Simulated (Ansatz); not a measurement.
Here is an Ansatz 0.2.0 calculation.

input.yaml

```yaml
crystal:
  lattice:
    - [0.0, 2.3885, 2.3885]
    - [2.3885, 0.0, 2.3885]
    - [2.3885, 2.3885, 0.0]
  atoms:
    - { symbol: As, position: [0.75, 0.75, 0.75] }
    - { symbol: B, position: [0.0, 0.0, 0.0] }
hamiltonian:
  xc: pbe
  pseudopotentials: { kind: paw }
kpoints:
  mp_grid: { grid: [10, 10, 10] }
scf:
  occupations: { method: gaussian, width: 0.016 }
output:
  forces: true
  stress: true
  eigenvalues: true
```

Potentials or basis: Ansatz PAW.

Run with:

```console
$ ansatz run input.yaml --threads 2 --pin off --max-ram 5632MiB --backend cpu --events-out ev --progress --plain --runs-dir out
```

(1) Estimate the pressure.

(2) Predict the band gap on the k mesh.

Results:

(1) 2.8 GPa.

(2) 1.18 eV, indirect (least direct gap 3.28 eV).
